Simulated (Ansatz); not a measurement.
Theory: DFT PBE, scalar-relativistic, plane waves, PAW in Ansatz 0.2.0. Settings: cutoff 420 eV, Γ-centred meshes spaced at most about 0.3 Å⁻¹, and about 0.25 Å⁻¹ or finer for metals (2π included), Gaussian smearing. No spin polarisation.

Temperature and zero-point effects are left out.

Two forms of Ga2As3 were relaxed alike.

A.

```xyz
10
Lattice="3.0756 1.7757 7.1102 -3.0756 1.7757 7.1102 0.0000 -3.5514 7.1102" Properties=species:S:1:pos:R:3 pbc="T T T"
Ga    0.0000    0.0000    7.5610
Ga    0.0000    0.0000    3.1042
Ga    0.0000    0.0000   13.7695
Ga    0.0000    0.0000   18.2262
As   -1.4904    1.7757   12.4428
As   -0.7926   -2.1785   12.4428
As    2.2830    0.4028   12.4428
As    1.4904   -1.7757    8.8877
As    0.7926    2.1785    8.8877
As   -2.2830   -0.4028    8.8877
```

B.

```xyz
5
Lattice="1.9264 1.1122 8.0773 -1.9264 1.1122 8.0773 0.0000 -2.2244 8.0773" Properties=species:S:1:pos:R:3 pbc="T T T"
Ga    0.0000    0.0000    9.5062
Ga    0.0000    0.0000   14.7257
As    0.0000    0.0000   19.5118
As    0.0000    0.0000    4.7201
As    0.0000    0.0000    0.0000
```

Task: Which is lower in energy, and by how much?

Result: B is lower, by 191 meV/atom. A has the corundum type, space group R-3c (No. 167), 23.3 Å³/atom and no gap on its mesh; B has the tetradymite type, space group R-3m (No. 166), 20.8 Å³/atom and no gap. Counting As atoms around Ga (those within 1.25 times the shortest such distance or 1.15 times the sum of covalent radii, 1.27 where that leaves under three; a plus sign parts nearer from farther groups), A has Ga 6 and B has Ga 3+3. B holds As–As nets (shortest 2.61 Å); in A the shortest As–As distance is 2.75 Å, near bonding range too. The denser one is the lower, and pressure would at first widen the difference. Both come from invented guesses. The lowest form computed isn't among them: it has space group P3m1 (No. 156), 23.4 Å³/atom and lies 199 meV/atom below the best shown.

In R-3m an odd number of electrons in the primitive cell allows no gap without spin; a larger cell or a magnetic state could open one. Cells relaxed within their symmetry can be saddle points. Some candidate types were left out of the draw beforehand, so a known form may be missing.
